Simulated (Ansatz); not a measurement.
A relaxation computed with Ansatz, from input to last step.

```yaml
crystal:
  lattice:
    - [4.9972569281, 0.0, 0.0]
    - [1.1285969171, 3.0124233125, 0.0]
    - [-2.3045631973, 0.011325829, 4.6698625521]
  atoms:
    - { symbol: K, position: [0.2449642917, 0.8565025638, 0.2470997817] }
    - { symbol: Mg, position: [0.8686633282, 0.5518881007, 0.4080274225] }
    - { symbol: F, position: [0.5306596958, 0.1566385488, 0.6812069323] }
    - { symbol: F, position: [0.9890008457, 0.3748127769, 0.693645009] }
    - { symbol: F, position: [0.3866456996, 0.3534049509, 0.4179561887] }
basis:
  ecutwfc: 420
kpoints:
  mp_grid: { grid: [4, 6, 4] }
hamiltonian:
  xc: pbe
scf:
  occupations: { method: gaussian, width: 0.1 }
  lower_state_search: "off"
output:
  forces: true
  stress: true
  eigenvalues: true
relax:
  adjacent_minimum: "off"
  f_tol: 0.04
  max_steps: 70
  cell: { stress_tol: 0.4 }
```

```bash
ansatz run input.yaml --threads 1 --pin off --max-ram 2560MiB --backend cpu --events-out ev --progress --plain --runs-dir out
```

Method: Ansatz 0.2.0, DFT PBE, scalar-relativistic, plane waves, PAW.

Of 25 frames 10 are shown, positions in Å and forces in eV/Å; the SCF threshold varies from step to step. Steps run on the plane waves of an earlier cell, with a Pulay correction in the pressure. The basis is chosen afresh for the last frame, the zero of the energies, and at times for earlier ones too; energy and pressure step there, also at an unchanged geometry. Here that happened at steps 17 (-34 meV/atom, 2.7 GPa), 22 (-10 meV/atom, 0.5 GPa); the frames before carry an error of that size.

```xyz
5
Lattice="4.9973 0.0000 0.0000 1.1286 3.0124 0.0000 -2.3046 0.0113 4.6699" Properties=species:S:1:pos:R:3:forces:R:3 pbc="T T T" step=1 free_energy_over_end_meV_per_atom=3802.11 pressure_GPa=70.49
K     1.6213    2.5829    1.1539   -0.7462    4.9190  -10.2877
Mg    4.0235    1.6671    1.9054    2.1658    5.8082  -12.5542
F     1.2587    0.4796    3.1811   -1.3124   -7.9124   16.5391
F     3.7668    1.1370    3.2392   -2.3900   -5.5814   13.5163
F     1.3678    1.0693    1.9518    2.2829    2.7667   -7.2132
5
Lattice="5.1829 0.1302 -0.0043 1.2490 3.3284 -0.1430 -2.3939 -0.2678 4.7200" Properties=species:S:1:pos:R:3:forces:R:3 pbc="T T T" step=4 free_energy_over_end_meV_per_atom=1202.97 pressure_GPa=0.91
K     1.7268    2.9716    0.5189   -0.2335    0.2540   -2.2813
Mg    4.2471    2.1935    1.9986   -0.3597    1.0924    2.4782
F     1.2799    0.1144    3.5736    0.5587   -1.7990    2.6233
F     3.9061    0.8446    3.2673    0.0441   -0.5410   -1.5720
F     1.4964    1.2465    1.8551   -0.0093    0.9939   -1.2477
5
Lattice="5.0647 0.2744 0.1324 1.3092 3.2961 -0.1542 -2.2113 -0.3997 4.7461" Properties=species:S:1:pos:R:3:forces:R:3 pbc="T T T" step=6 free_energy_over_end_meV_per_atom=700.51 pressure_GPa=-2.17
K     1.8223    2.9296    0.2884    0.2274   -0.3856   -0.5325
Mg    4.1883    2.5638    2.2948   -1.2381    0.7271    2.2796
F     1.4261   -0.0180    3.9149    0.5419   -0.9163    0.8528
F     3.9217    0.7317    3.2902    0.3011    0.5045   -1.9837
F     1.5259    1.2019    1.8762    0.1678    0.0701   -0.6163
5
Lattice="5.0174 0.1912 0.3590 1.2484 3.0505 -0.1174 -1.9779 -0.3846 4.8470" Properties=species:S:1:pos:R:3:forces:R:3 pbc="T T T" step=9 free_energy_over_end_meV_per_atom=194.55 pressure_GPa=0.42
K     2.0448    2.6333    0.1424    0.4209   -0.3058   -0.1748
Mg    3.7621    2.4986    2.7325   -1.1665    0.2093    0.8828
F     1.5824   -0.1315    4.5139   -0.0060   -0.2313    0.2368
F     4.0181    0.6083    3.2589    0.3379    0.3056   -0.6636
F     1.7660    1.0228    2.0324    0.4140    0.0223   -0.2813
5
Lattice="5.0572 -0.0604 0.3810 1.1057 2.8772 -0.1240 -1.9763 -0.2868 4.9088" Properties=species:S:1:pos:R:3:forces:R:3 pbc="T T T" step=12 free_energy_over_end_meV_per_atom=69.13 pressure_GPa=0.58
K     2.2304    2.2656   -0.0927   -0.0570   -0.0346   -0.0605
Mg    3.3003    2.2432    2.8830    0.1521    0.0263    0.1089
F     1.6459   -0.2920    4.7892   -0.0630    0.0182   -0.0757
F     3.9674    0.4216    3.1931   -0.0363   -0.0375    0.0307
F     1.8262    1.0753    2.1099    0.0046    0.0275   -0.0032
5
Lattice="5.0443 -0.1049 0.3165 1.0760 2.8733 -0.1374 -2.0307 -0.2645 5.0302" Properties=species:S:1:pos:R:3:forces:R:3 pbc="T T T" step=14 free_energy_over_end_meV_per_atom=66.44 pressure_GPa=0.24
K     2.1957    2.1968   -0.1260   -0.0022    0.0011    0.0019
Mg    3.2473    2.2437    2.9158   -0.0125    0.0058   -0.0008
F     1.5592   -0.2854    4.8078    0.0120   -0.0065   -0.0217
F     3.9157    0.4103    3.2565   -0.0121    0.0012    0.0217
F     1.8118    1.0593    2.1000    0.0149   -0.0017   -0.0013
5
Lattice="5.0639 -0.1171 0.2649 1.0730 2.8785 -0.1348 -2.0880 -0.2367 5.0941" Properties=species:S:1:pos:R:3:forces:R:3 pbc="T T T" step=17 free_energy_over_end_meV_per_atom=32.97 pressure_GPa=2.73
K     2.2240    2.1818   -0.1428    0.0028   -0.0035    0.0026
Mg    3.2121    2.2622    2.9279   -0.0063   -0.0007    0.0115
F     1.5235   -0.2690    4.8120   -0.0001    0.0037   -0.0145
F     3.8827    0.4281    3.2780    0.0110   -0.0015   -0.0023
F     1.7997    1.0647    2.0858   -0.0073    0.0021    0.0027
5
Lattice="5.1015 -0.1730 0.3208 1.0479 2.8742 -0.2002 -2.0532 -0.3320 5.4965" Properties=species:S:1:pos:R:3:forces:R:3 pbc="T T T" step=20 free_energy_over_end_meV_per_atom=13.09 pressure_GPa=-0.17
K     2.1326    2.2007   -0.1060    0.0410    0.0018   -0.0490
Mg    3.2628    2.1501    3.1584   -0.0214   -0.0089    0.0173
F     1.4744   -0.3102    5.0436   -0.0093   -0.0095    0.0112
F     3.9248    0.3154    3.6850   -0.0280    0.0363   -0.0513
F     1.9885    0.9001    2.1836    0.0175   -0.0195    0.0721
5
Lattice="5.1461 -0.1888 0.3382 1.0484 2.8690 -0.1973 -2.0576 -0.3263 5.4432" Properties=species:S:1:pos:R:3:forces:R:3 pbc="T T T" step=22 free_energy_over_end_meV_per_atom=2.54 pressure_GPa=0.61
K     2.1769    2.1894   -0.1269   -0.0072   -0.0097    0.0077
Mg    3.2839    2.1388    3.1458    0.0113   -0.0021   -0.0112
F     1.5028   -0.3269    5.0323   -0.0032    0.0135    0.0016
F     3.9505    0.3111    3.6490    0.0237   -0.0100    0.0101
F     1.9941    0.8981    2.1932   -0.0247    0.0083   -0.0082
5
Lattice="5.1332 -0.1953 0.3183 1.0416 2.8685 -0.2320 -2.0703 -0.3700 5.6126" Properties=species:S:1:pos:R:3:forces:R:3 pbc="T T T" step=25 free_energy_over_end_meV_per_atom=0.00 pressure_GPa=0.07
K     2.1636    2.1896   -0.1418    0.0067    0.0009   -0.0119
Mg    3.2628    2.1068    3.2056    0.0056   -0.0038    0.0083
F     1.4608   -0.3414    5.1119   -0.0126    0.0018    0.0162
F     3.9239    0.2822    3.7647    0.0065    0.0003   -0.0030
F     2.0116    0.8454    2.2281   -0.0062    0.0008   -0.0096
```

The start is a random arrangement. At the end the space group is P1 (tolerance 0.05 Å).

It took 4.2 min on 1 thread of Arm Neoverse V2, on a shared host, peak memory 0.41 GiB.

The k mesh is coarse.